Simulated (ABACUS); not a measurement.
Be:

```
CELL_PARAMETERS angstrom
-1.25312 1.25312 1.25312
1.25312 -1.25312 1.25312
1.25312 1.25312 -1.25312
ATOMIC_POSITIONS crystal
Be 0.00000 0.00000 0.00000
```

This isn't the form of Be at room conditions, which is hcp.

```yaml
Program: ABACUS 3.10.1
Task: single point
Functional: PBE
Potentials_or_basis: PseudoDojo NC SR 0.4.1 PBE standard
Cutoff: 1211 eV
Density_cutoff: 4844 eV
Basis: plane waves
k_mesh: 15 × 15 × 15
Occupations: fermi-dirac, width 0.05 eV
Spin: no spin polarisation
```

On this cell: pressure 0.0 GPa; band gap on the k mesh none (metal or under the smearing width).

The same run follows on a disturbed copy (cell strained at random at fixed volume):

```
Be
1.0
    -1.26090    1.21568    1.26380
     1.26073   -1.23085    1.27880
     1.26541    1.23536   -1.27896
Be
1
Direct
  0.00279 0.99550 0.99282
```

**Question.** What does the disturbed cell give?

**Answer.** The energy (extrapolated to zero smearing) moves by +3.1 meV/atom; pressure 0.1 GPa; band gap on the k mesh none (metal or under the smearing width).

Stress tensor (GPa, compression positive):
```
-0.78 -0.72  0.01
-0.72  2.48  2.41
 0.01  2.41 -1.34
```
